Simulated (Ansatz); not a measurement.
**A plane-wave run on GaCu**

input.yaml (Ansatz 0.2.0)

```yaml
crystal:
  lattice:
    - [1.65114, 2.859855, 0.0]
    - [-1.65114, 2.859855, 0.0]
    - [0.0, 0.0, 14.044612]
  atoms:
    - { symbol: Cu, position: [0.6667, 0.6666, 0.15] }
    - { symbol: Cu, position: [0.6666, 0.6667, 0.85] }
    - { symbol: Ga, position: [0.3333, 0.3334, 0.425] }
    - { symbol: Ga, position: [0.3334, 0.3333, 0.575] }
    - { symbol: Ga, position: [0.0, 0.0, 0.075] }
    - { symbol: Ga, position: [0.0, 0.0, 0.925] }
    - { symbol: Cu, position: [0.0, 0.0, 0.35] }
    - { symbol: Cu, position: [0.0, 0.0, 0.65] }
  symmetry: { tolerance: 0.0003 }
kpoints:
  mp_grid: { grid: [12, 12, 3], shift: [0, 0, 0] }
  band_path:
    path:
      - [0.0, 0.0, 0.0]
      - [5.9e-07, -0.5, 0.0]
      - [0.33333392, -0.33333333, 0.0]
      - [0.0, 0.0, 0.0]
      - [0.0, 0.0, 0.5]
      - [5.9e-07, -0.5, 0.5]
      - [0.33333392, -0.33333333, 0.5]
      - [0.0, 0.0, 0.5]
    npoints: 7
magnetization:
  spin_polarized: false
scf:
  occupations: { method: fermi_dirac, width: 0.0646 }
  lower_state_search: "off"
  max_iter: 200
hamiltonian:
  pseudopotentials: { kind: paw }
  xc: pbe
basis:
  ecutwfc: 420
  fft_grid_basis: typed
output:
  forces: true
  stress: true
  eigenvalues: true
  bader: true
  populations: true
  elf: true
  write_potential: true
  volumetric_format: npy
  dos:
    e_range: [-12, 8]
    de: 0.05
    projected: { site_lists: { Cu: [Cu], Ga: [Ga] } }
checkpoint:
  read: saved_state
```

The run starts from an earlier solution of this cell. 

Output (shortened):

```
Warning: the atoms were moved onto the symmetric positions of the space group found under crystal.symmetry.tolerance 3.0e-4 (fractional; no operation is sought that the atoms, as they stand in a round, miss by more than twice it, and no atom is moved by as much as it), and the run uses the moved positions.
Pseudopotentials: kind: paw
Pseudopotential: Cu, paw, valence charge 19, recommended cutoff 420 eV (normal), Cu.paw.azcp
Pseudopotential: Ga, paw, valence charge 13, recommended cutoff 420 eV (normal), Ga.paw.azcp
Functional definition: PBE
  exchange = pbe_x(kappa = kappa, mu = beta*pi^2/3)
  correlation = pbe_c(beta = beta)
Crystal: 8 atoms, lattice volume = 132.638 Å³
Basis set: ecut = 420 eV, 2627 PW (Γ), exchange–correlation on 48×48×192 points (8 copies of the dense FFT grid, shifted against one another)
Bands: 77, of which v1, the nominal top of the filled ones, is band 64 counted from 1 (63 counted from 0)
Symmetry: 12 space group operations
Space group: P-6m2 (ITA 187), of the structure as read, at distance tolerance 1.5e-3 Å
k-points: 38 of 432 (time reversal used)
Initial density: read from a saved state, or passed on in memory by an earlier SCF of this step, an earlier step, the calling program or the single point that the run made first
Functional: x = pbe(κ = 0.804, μ = 0.2195), c = pbe(β = 0.0667)
SCF iter   1: F=—  Δρ=1.73e-3  dr2=1.89e-2
SCF iter   2: F=—  Δρ=9.76e-4  dr2=2.00e-3
SCF iter   3: F=—  Δρ=5.17e-4  dr2=7.03e-4
SCF iter   4: F=—  Δρ=3.89e-4  dr2=2.20e-4
SCF iter   5: F=—  Δρ=1.07e-4  dr2=2.04e-5
SCF iter   6: F=—  Δρ=4.53e-5  dr2=5.41e-6
SCF iter   7: F=—  Δρ=1.43e-5  dr2=1.23e-6
SCF iter   8: F=-41625.4460 eV  Δρ=5.55e-6  dr2=7.56e-8
Free energy (F): -41625.4460 eV
Harris-Foulkes:  -41625.4460 eV  (|F-HF|=6.93e-8)
Internal energy: -41625.3996 eV  (E = F + TS)
E sigma→0 (E₀):  -41625.4228 eV
Entropy (-TS):   -0.0463 eV (-5.792 meV/atom)
Fermi energy:    11.0229 eV
--- Per-component energies (eV) ---
  E_band       = -1997.7593
  E_kinetic    = 1679.7921
  E_local      = -27987.2862  (includes V_loc(G=0)·N_el)
  E_nonlocal   = 3251.7536
  E_hartree    = 12594.0143
  E_xc         = -643.6339
  E_vxc        = -705.0628  (∫ρ·V_xc dr)
  E_paw        = -14590.8871  (= ΣΔE_a)
  E_vpaw       = -3424.9890  (= ΣTr[D̂ρ^β])
  E_aug_tail   = 0.0008  (compensation charges beyond the density's cutoff)
  E_ewald      = -15929.1533
  E_smearing   = -0.0463  (= −TS)
--- Forces (eV/Å), atoms counted from 1 ---
  atom   1  Cu     0.0000     0.0000     3.7633
  atom   2  Cu     0.0000     0.0000    -3.7633
  atom   3  Ga     0.0000     0.0000    -1.5631
  atom   4  Ga     0.0000     0.0000     1.5631
  atom   5  Ga     0.0000     0.0000     1.5791
  atom   6  Ga     0.0000     0.0000    -1.5791
  atom   7  Cu     0.0000     0.0000    -3.7784
  atom   8  Cu     0.0000     0.0000     3.7784
--- Stress (GPa, compression-positive) ---
       20.6885       0.0000       0.0000
        0.0000      20.6885       0.0000
        0.0000       0.0000      37.7118
  P = ⅓ Tr σ = 26.3629 GPa (263.629 kbar)
--- Bader charges: 8 sites ---
  site symbol  charge [e]  shift [e]
     0     Cu     -0.2440     0.0040
     1     Cu     -0.2441     0.0040
     2     Ga      0.2486     0.0039
     3     Ga      0.2486     0.0039
     4     Ga      0.2433     0.0040
     5     Ga      0.2433     0.0040
     6     Cu     -0.2479     0.0039
     7     Cu     -0.2479     0.0039
```

Total energies depend on the potentials used, so only differences within one code and one set of settings carry meaning.

Origin: a known structure type with other elements, at an estimated volume, so it need not be a known compound. Caveats: atoms or cell far from equilibrium.
